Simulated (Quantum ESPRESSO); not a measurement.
# Co: equation of state with PBEsol

Crystal: Co.

```
Co
1.0
     2.47056    0.00000    0.00000
    -1.23528    2.13957    0.00000
     0.00000    0.00000    8.08823
Co
4
Direct
  0.66667 0.33333 0.75000
  0.00000 0.00000 0.50000
  0.33333 0.66667 0.25000
  0.00000 0.00000 0.00000
```

* Program: Quantum ESPRESSO 7.5
* Task: equation of state
* Functional: PBEsol
* Potentials or basis: GBRV 1.5 PBEsol
* Cutoff: 762 eV
* Density cutoff: 6095 eV
* k mesh: 12 × 12 × 4
* Occupations: fermi-dirac, width 0.05 eV
* Spin: collinear spin, ferromagnetic start
* Starting moments: [2.0, 2.0, 2.0, 2.0] μB

```yaml
Equilibrium_volume: 10.44 Å³/atom
Bulk_modulus_at_fixed_shape_and_positions: 238 GPa
Pressure_derivative_of_the_bulk_modulus: 4.5
```

Energy against volume, from the lowest point:
| volume (Å³/atom) | energy (meV/atom) |
| --- | --- |
| 10.047 | 11.51 |
| 10.261 | 2.19 |
| 10.475 | 0.00 |
| 10.688 | 4.24 |
| 10.902 | 14.19 |
| 11.116 | 29.23 |
| 11.330 | 48.85 |

All runs of the series together: 9.6 min on 2 threads of Intel(R) Xeon(R) 6975P-C (Granite Rapids), on a shared host.

Caveat: the cell was scaled at fixed shape and fractional positions, which overstates the stiffness of a crystal with free parameters, most of all of layers and chains.
